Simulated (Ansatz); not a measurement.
## Relaxing Te₂Mo in the fluorite type

First guess:

```
CELL_PARAMETERS angstrom
0.00000 3.21736 3.21736
3.21736 0.00000 3.21736
3.21736 3.21736 0.00000
ATOMIC_POSITIONS crystal
Mo 0.00000 0.00000 0.00000
Te 0.25000 0.25000 0.25000
Te 0.75000 0.75000 0.75000
```

Level of theory: DFT, PBE, PAW with Ansatz's default frozen-core files, scalar-relativistic (Ansatz 0.2.0).

Cell and atoms relax within the symmetry of the start on a 11×11×11 k mesh with 0.05 eV Fermi–Dirac smearing.

The start is built from a prototype, known or not as a phase of this compound; the cutoff is 420 eV.

No spin–orbit coupling, which matters for the heavy atoms here.

**Question.** What is the pressure of the first guess?

**Answer.** 11.59 GPa.

**Question.** What does it relax to?

**Answer.** a = 6.656 Å, b = 6.656 Å, c = 6.656 Å, α = 90.00°, β = 90.00°, γ = 90.00° (conventional cell), 24.57 Å³ per atom:
```cif
data_structure
_symmetry_space_group_name_H-M 'Fm-3m'
_symmetry_Int_Tables_number 225
_cell_length_a 6.6562
_cell_length_b 6.6562
_cell_length_c 6.6562
_cell_angle_alpha 90.000
_cell_angle_beta 90.000
_cell_angle_gamma 90.000
_cell_volume 294.90
loop_
_atom_site_label
_atom_site_type_symbol
_atom_site_symmetry_multiplicity
_atom_site_Wyckoff_symbol
_atom_site_fract_x
_atom_site_fract_y
_atom_site_fract_z
_atom_site_occupancy
Mo1 Mo 4 a 0.00000 0.00000 0.00000 1
Te1 Te 8 c 0.25000 0.75000 0.75000 1
```

**Question.** How much energy does the relaxation release?

**Answer.** 78 meV/atom.
